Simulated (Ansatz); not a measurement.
# CdSe: how the settings move a single-point run

How sensitive is a single-point run of CdSe to its settings? A reference run comes first, then one run with altered input. The cell is built on a prototype (rocksalt) and needn't be the phase found in nature.

Program: Ansatz 0.2.0. Level of theory: reference: DFT, PBE, plane waves, PAW. These are calculated values, not measurements.

2 further runs of the same task are left out: 1 for a known fault of the program, 1 that didn't finish.

## Step 1: Starting point

The structure is cubic, space group Fm-3m (No. 225). Conventional cell: a = 5.686 Å, b = 5.686 Å, c = 5.686 Å, α = 90.00°, β = 90.00°, γ = 90.00°. Around Cd (site symmetry m-3m) lie 6 Se at 2.84 Å. Around Se (site symmetry m-3m) lie 6 Cd at 2.84 Å.

As a file:

```
Cd Se
1.0
     0.00000    2.84295    2.84295
     2.84295    0.00000    2.84295
     2.84295    2.84295    0.00000
Cd Se
1 1
Cartesian
  0.0000 0.0000 0.0000
  2.8429 2.8429 2.8429
```

## Step 2: Reference

input.yaml

```yaml
crystal:
  lattice:
    - [0.0, 2.8429458735, 2.8429458735]
    - [2.8429458735, 0.0, 2.8429458735]
    - [2.8429458735, 2.8429458735, 0.0]
  atoms:
    - { symbol: Cd, position: [0.0, 0.0, 0.0] }
    - { symbol: Se, position: [0.5, 0.5, 0.5] }
kpoints:
  mp_grid: { grid: [6, 6, 6] }
hamiltonian:
  xc: pbe
scf:
  occupations: { method: fermi_dirac, width: 0.02 }
  n_extra_bands: 4
output:
  forces: true
  stress: true
  eigenvalues: true
```

Run with:

```bash
$ ansatz run input.yaml --threads 4 --pin off --max-ram 3686MiB --backend cpu --events-out ev --progress --plain --runs-dir out
```

## Step 3: Changing settings: mixing.beta 0.05

Edit input.yaml of step 2 so:

```diff
@@ -15,2 +15,4 @@
   n_extra_bands: 4
+  mixing: { beta: 0.05 }
+  max_iter: 78
 output:
```

Q: Predict the outcome of this session. Wanted: for each run, ending; energy change; pressure; gap; force.

The runs gave:

```tsv
run	ending	energy change	pressure (GPa)	gap (eV)	force (eV/Å)	cycles	time
reference	converged	0	1.8	0.00	0.00	6	0.83 s
1: mixing.beta 0.05	converged	0.0 meV/atom	1.8	0.00	0.00	9	0.88 s
```

Residual by cycle in the longest SCF loop of each run; runs are numbered as in the table. The quantity is the density residual dr2, in eV.

```tsv
cycle	reference	run 1
1	1.9e-4	1.9e-4
2	3.8e-5	1.7e-4
3	4.7e-6	8.8e-5
4	2.8e-7	3.1e-5
5	8.1e-9	2.0e-6
6	3.7e-10	1.5e-6
7	-	1.2e-6
8	-	4.7e-7
9	-	8.7e-10
```

What this shows: With the changed mixing the energy agrees within 0.5 meV/atom. Cost: 9 SCF cycles against 6. Semilocal functionals close small gaps, so the missing gap need not be the real solid's.
